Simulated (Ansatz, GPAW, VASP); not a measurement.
## WC: programs and potentials compared

```
CELL_PARAMETERS angstrom
2.90650 0.00000 0.00000
-1.45325 2.51710 0.00000
0.00000 0.00000 2.83660
ATOMIC_POSITIONS crystal
W 0.00000 0.00000 0.00000
C 0.66667 0.33333 0.50000
```

Alike in all runs: task single point; functional PBE; k mesh 10 × 10 × 9; occupations gaussian, width 0.018 eV; no spin polarisation; no spin-orbit coupling. Pressure is positive in compression and, in plane waves, holds the error of the finite cutoff.

| program and potentials | plane-wave cutoff (eV) | notes | pressure (GPa) |
| --- | --- | --- | --- |
| VASP, PBE PAW files C, W_sv, 520 eV | 520 | - | 6.68 |
| GPAW, GPAW PAW data sets (gpaw-data 1.2.1) | 800 | - | 5.36 |
| Ansatz, all-electron LAPW, scalar-relativistic | - | - | 5.69 |

The pressure spans 5.36 (GPAW, GPAW PAW data sets (gpaw-data 1.2.1)) to 6.68 GPa (VASP, PBE PAW files C, W_sv, 520 eV), with all-electron results at 5.69.

The functional is the same throughout but for its coding, so the spread measures potentials, basis and numerics; runs on potential files found faulty are left out.

All three calculations put this cell under compression, so PBE would expand it slightly. The cell is close to the measured one for hexagonal WC, and the sign fits the known tendency of PBE to underbind and overestimate the lattice constants of heavy transition-metal compounds. The pressure looks large for so small a mismatch because WC is exceptionally stiff: strong covalent mixing of W 5d with C 2p states makes even a slight change in bond length costly. For the same reason, the spread between programs corresponds to only a very small difference in equilibrium lattice constant.

GPAW lies closer to the all-electron value of 5.69 GPa than VASP does, at 6.68 GPa. An incomplete plane-wave basis normally lowers the computed pressure, so the VASP excess probably comes from the potentials rather than the cutoff. A single scalar pressure does not show whether the stress is isotropic, and hence whether PBE would also change the axial ratio.
